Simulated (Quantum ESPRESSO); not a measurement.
Here is a Quantum ESPRESSO 7.5 calculation.

scf.in

```
&CONTROL
  calculation = 'scf'
  prefix = 'pwscf'
  outdir = './tmp'
  pseudo_dir = './pseudo'
/
&SYSTEM
  ibrav = 0
  nat = 2
  ntyp = 2
  ecutwfc = 80
  nbnd = 15
  occupations = 'smearing'
  smearing = 'fd'
  degauss = 0.00367493
  force_symmorphic = .true.
/
&ELECTRONS
  conv_thr = 4d-10
  electron_maxstep = 120
  mixing_beta = 0.5
/
ATOMIC_SPECIES
Ga    69.7230 Ga.upf
P     30.9738 P.upf
CELL_PARAMETERS bohr
   0.0000000000    5.1499761211    5.1499761211
   5.1499761211    0.0000000000    5.1499761211
   5.1499761211    5.1499761211    0.0000000000
ATOMIC_POSITIONS bohr
Ga     0.0000000000    0.0000000000    0.0000000000
P      7.7249641817    7.7249641817    7.7249641817
K_POINTS automatic
12 12 12 0 0 0
```

The input nscf.in:

```
&CONTROL
  calculation = 'nscf'
  prefix = 'pwscf'
  outdir = './tmp'
  pseudo_dir = './pseudo'
/
&SYSTEM
  ibrav = 0
  nat = 2
  ntyp = 2
  ecutwfc = 80
  nbnd = 34
  occupations = 'fixed'
  force_symmorphic = .true.
/
&ELECTRONS
  conv_thr = 1d-08
  diago_full_acc = .true.
  diago_thr_init = 1d-06
/
ATOMIC_SPECIES
Ga    69.7230 Ga.upf
P     30.9738 P.upf
CELL_PARAMETERS bohr
   0.0000000000    5.1499761211    5.1499761211
   5.1499761211    0.0000000000    5.1499761211
   5.1499761211    5.1499761211    0.0000000000
ATOMIC_POSITIONS bohr
Ga     0.0000000000    0.0000000000    0.0000000000
P      7.7249641817    7.7249641817    7.7249641817
K_POINTS automatic
12 12 12 0 0 0
```

Potentials or basis: PseudoDojo 0.4.1 SR PBEsol standard.

Command:

```console
$ OMP_NUM_THREADS=1 pw.x -in scf.in > scf.out
$ OMP_NUM_THREADS=1 pw.x -in nscf.in > nscf.out
```

(1) Predict the band gap on the k mesh, mean-field level.

Answers

(1) 1.47 eV, indirect (least direct gap 1.74 eV).

**Measured values to compare with.**

From “Stacking defects in GaP nanowires: Electronic structure and optical properties”, 2018, arxiv:1810.01194, for a bulk crystal of GaP at 10 K: band gap 2.34 eV (indirect).

A measured gap of GaP is 2.34 eV (indirect; 10 K; quoted in “Stacking defects in GaP nanowires: Electronic structure and optical properties”, 2018, arxiv:1810.01194); the calculated 1.47 eV misses it by -0.87 eV. Spin-orbit coupling on Ga is left out. The value is that of PBEsol on a finite k mesh, which can miss the band edges, without temperature or zero-point motion. Semilocal functionals fall short of measured gaps as a rule.
